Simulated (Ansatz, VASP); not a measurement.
This is a calculation of SrCl2 for Ansatz 0.2.0.

The input input.yaml:

```yaml
crystal:
  lattice:
    - [0.0, 3.5114523289, 3.5114523289]
    - [3.5114523289, 0.0, 3.5114523289]
    - [3.5114523289, 3.5114523289, 0.0]
  atoms:
    - { symbol: Sr, position: [0.0, 0.0, 0.0] }
    - { symbol: Cl, position: [0.75, 0.75, 0.75] }
    - { symbol: Cl, position: [0.25, 0.25, 0.25] }
hamiltonian:
  xc: pbe
  pseudopotentials: { kind: paw }
kpoints:
  mp_grid: { grid: [7, 7, 7] }
scf:
  occupations: { method: fermi_dirac, width: 0.05 }
output:
  forces: true
  stress: true
  eigenvalues: true
```

Potentials or basis: Ansatz PAW.

Run with:

```bash
$ ansatz run input.yaml --threads 2 --pin off --max-ram 5120MiB --backend cpu --events-out ev --progress --plain --runs-dir out
```

Problem. Set up the same calculation for VASP 6.6.1. Potentials there: VASP PAW PBE potentials, release 64 (Sr_sv, Cl).

Solution. As run (the cutoff follows the program's own potentials):

The input INCAR:

```
ALGO = Normal ; EDIFF = 1E-7
ENCUT = 520 ; GGA = PE
ISIF = 2 ; ISMEAR = -1
LASPH = T ; LCHARG = F
LREAL = F ; LWAVE = F
NBANDS = 19 ; NELM = 80
PREC = Accurate ; SIGMA = 0.05
```

File KPOINTS:

```
k-points
0
Gamma
  7 7 7
```

The input POSCAR:

```
SrCl2
1.0
    0.0000000000      3.5114523289      3.5114523289
    3.5114523289      0.0000000000      3.5114523289
    3.5114523289      3.5114523289      0.0000000000
Sr Cl
1 2
Direct
    0.0000000000      0.0000000000      0.0000000000
    0.7500000000      0.7500000000      0.7500000000
    0.2500000000      0.2500000000      0.2500000000
```

Potentials or basis: VASP PAW PBE potentials, release 64 (Sr_sv, Cl).

Launch:

```console
$ cat potpaw_PBE.64/Sr_sv/POTCAR potpaw_PBE.64/Cl/POTCAR > POTCAR
$ mpirun -np 1 vasp_std > vasp.out
```

Both were run:

|  | VASP | Ansatz | Ansatz less VASP |
| --- | --- | --- | --- |
| gap on the k mesh at the Fermi level (eV) | 5.30 | 5.30 | +0.004 |
| least direct gap on the mesh (eV) | 5.59 | 5.59 | +0.002 |
| pressure (GPa) | 0.3 | 0.3 | -0.08 |

Caveats: an odd mesh through Γ misses points on the zone boundary, where band edges often lie (VASP); odd divisions of the mesh miss points on the zone boundary, where band edges often lie, so the gap on the mesh can be too wide (Ansatz).
